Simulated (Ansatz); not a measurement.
**V under changes of volume**

One of the cells (13.872 Å³/atom); the others are scaled copies at fixed shape and fractional positions:

```
V
1.0
     2.60429    0.00000    0.00000
    -1.30215    2.25538    0.00000
     0.00000    0.00000    4.72334
V
2
Cartesian
  0.0000 1.5036 1.1808
  1.3021 0.7518 3.5425
```

This isn't the form of V at room conditions, which is bcc.

```yaml
Program: Ansatz 0.2.0
Functional: PBEsol
Potentials_or_basis: Ansatz PAW
Cutoff: "420 eV (not typed: the program's choice for these potentials)"
k_mesh: 12 × 12 × 6
Occupations: fermi-dirac, width 0.05 eV
Spin: collinear spin, ferromagnetic start
Starting_moments: "[2.0, 2.0] μB"
```

| volume (Å³/atom) | energy over the lowest point (meV/atom) | pressure (GPa) |
| --- | --- | --- |
| 13.039 | 2.96 | 4.0 |
| 13.317 | 0.00 | -0.2 |
| 13.594 | 3.83 | -3.9 |
| 13.872 | ? | ? |
| 14.149 | 29.22 | -10.2 |
| 14.427 | 49.65 | -13.0 |
| 14.704 | 74.57 | -15.4 |

Task: What does the run at 13.872 Å³/atom give?

Result: Energy over the lowest point 13.76 meV/atom; pressure -7.2 GPa.

Worked out: A Birch-Murnaghan fit of order 3 (a polynomial in V^(-2/3)) to the other rows has its minimum at 13.29 Å³/atom with B0 = V·E''(V) = 189 GPa and B' = 3.9 at fixed shape and positions, which overstates the stiffness. It gives 13.78 meV/atom at 13.872 Å³/atom, against the run's 13.76, and -dE/dV = -7.4 GPa, against -7.2.

Energies are extrapolated to zero smearing.

Caveats: the PAW data sets come from PBE, with cores solved anew for the run's functional, which leaves a small shift of forces and pressure; the starting moments weren't kept.
